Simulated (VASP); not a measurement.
For cubic CsCl (CsCl type), LDA (Ceperley-Alder, Perdew-Zunger), VASP's LDA PAW potentials (set 64) run with VASP gives ε∞ = 3.15, a static ε₀ = 7.20 and a transverse optical mode at 112 cm⁻¹.

Estimate the longitudinal optical frequency at Γ.

By the Lyddane-Sachs-Teller relation, ω_LO = ω_TO √(ε₀/ε∞) = 112 × √(7.20/3.15) = 169 cm⁻¹.

Measured: ε∞ 2.62 at 297 K (computed value off by +20.3 %), as given by H. H. Li, Journal of Physical and Chemical Reference Data (1976), doi:10.1063/1.555536 [long-wavelength limit of the electronic terms of a dispersion formula fitted to measured refractive indices over 0.18-40.0 um; lattice terms left out].

The compound is CsCl in the CsCl type structure. It was relaxed first, which changed the volume by -10 %.
